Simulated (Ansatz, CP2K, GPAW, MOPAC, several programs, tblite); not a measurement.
## Many methods on one cell: AlN (h-MgO type)

AlN built on the h-MgO prototype, relaxed with r2SCAN in Ansatz, was computed with several methods. Space group P6_3/mmc (No. 194), hexagonal; conventional cell a = 3.292 Å, c = 4.137 Å, 9.71 Å³ an atom. Around Al lie 5 N at 1.90–2.07 Å; around N lie 5 Al at 1.90–2.07 Å. No spin polarisation. The prototype was imposed, so other structures may be more stable.

```cif
data_structure
_symmetry_space_group_name_H-M 'P6_3/mmc'
_symmetry_Int_Tables_number 194
_cell_length_a 3.2923
_cell_length_b 3.2923
_cell_length_c 4.1370
_cell_angle_alpha 90.000
_cell_angle_beta 90.000
_cell_angle_gamma 120.000
_cell_volume 38.83
loop_
_atom_site_label
_atom_site_type_symbol
_atom_site_symmetry_multiplicity
_atom_site_Wyckoff_symbol
_atom_site_fract_x
_atom_site_fract_y
_atom_site_fract_z
_atom_site_occupancy
Al1 Al 2 c 0.33333 0.66667 0.25000 1
N1 N 2 d 0.66667 0.33333 0.25000 1
```

Gaps and times are for a single point on this cell; volume and bulk modulus come from each method's own relaxation or energy curve at fixed shape, which is too stiff where a cell has free coordinates or axes. Times are rough, from shared hosts (Arm Neoverse V2), and each method has its own mesh and cell size. A dagger marks a closed or tiny gap in a crystal that DFT finds insulating: a failure of the method or a wrong SCF state. A double dagger marks a value from a curve with shape and coordinates held. A star marks a curve whose lowest point is an end point. PM6 (MOPAC), PM7 (MOPAC), GFN1-xTB (tblite), GFN2-xTB (tblite) treat a cluster of cells at its zone centre, which samples few k points: where these miss a band edge, the gap comes out too large for that reason alone. Gaps from k meshes are read at a limited set of points (mesh, symmetry points, PBE's band edges), so each method's own least gap may be somewhat smaller. xTB and the PM methods were fitted mostly to molecules, and can miss a solid's gap by electronvolts. Minimal bases can be far off for gaps. GLLB-SC's gap includes the derivative discontinuity. d marks a direct gap, i an indirect one (no mark: not told apart), a dash a value that wasn't computed or didn't pass its checks.

```json
{"method": "light PBE (260 eV and a coarse mesh)", "kind": "light plane-wave", "gap (eV)": "3.33 d", "own volume (Å³/atom)": "–", "bulk modulus (GPa)": "–", "atoms computed": "4", "processor time": "0.51 s"}
{"method": "PBE", "kind": "semilocal", "gap (eV)": "3.46 d", "own volume (Å³/atom)": "9.96", "bulk modulus (GPa)": "207‡", "atoms computed": "4", "processor time": "2.2 s"}
{"method": "r2SCAN", "kind": "semilocal", "gap (eV)": "4.03 d", "own volume (Å³/atom)": "9.71", "bulk modulus (GPa)": "227‡", "atoms computed": "4", "processor time": "5.6 s"}
{"method": "GFN1-xTB (tblite)", "kind": "tight binding", "gap (eV)": "0.02†", "own volume (Å³/atom)": "–", "bulk modulus (GPa)": "–", "atoms computed": "72", "processor time": "6.5 s"}
{"method": "PBE/SZV (CP2K)", "kind": "small basis", "gap (eV)": "4.36 d", "own volume (Å³/atom)": "10.80*‡", "bulk modulus (GPa)": "169*‡", "atoms computed": "4", "processor time": "6.8 s"}
{"method": "GFN2-xTB (tblite)", "kind": "tight binding", "gap (eV)": "1.94", "own volume (Å³/atom)": "10.28‡", "bulk modulus (GPa)": "174‡", "atoms computed": "72", "processor time": "8.6 s"}
{"method": "PM7 (MOPAC)", "kind": "semi-empirical", "gap (eV)": "7.02", "own volume (Å³/atom)": "–", "bulk modulus (GPa)": "–", "atoms computed": "72", "processor time": "9.4 s"}
{"method": "PM6 (MOPAC)", "kind": "semi-empirical", "gap (eV)": "11.98", "own volume (Å³/atom)": "–", "bulk modulus (GPa)": "–", "atoms computed": "72", "processor time": "12 s"}
{"method": "GLLB-SC (GPAW)", "kind": "model potential", "gap (eV)": "5.13", "own volume (Å³/atom)": "–", "bulk modulus (GPa)": "–", "atoms computed": "4", "processor time": "13 s"}
{"method": "PBE/DZVP (CP2K)", "kind": "small basis", "gap (eV)": "3.67 d", "own volume (Å³/atom)": "9.92‡", "bulk modulus (GPa)": "203‡", "atoms computed": "4", "processor time": "19 s"}
{"method": "PBE/single zeta (GPAW)", "kind": "small basis", "gap (eV)": "3.61 d", "own volume (Å³/atom)": "–", "bulk modulus (GPa)": "–", "atoms computed": "4", "processor time": "50 s"}
```

Against r2SCAN (4.03 eV) and with closed or daggered gaps left aside, the nearest gap at the points sampled is that of PBE/SZV (CP2K) (+0.33 eV) and the farthest that of PM6 (MOPAC) (+7.95 eV). r2SCAN is only a yardstick of convenience: semilocal gaps usually lie below measured ones, which GLLB-SC and hybrids aim to mend.

Volumes against r2SCAN's: PBE +2.6 %.
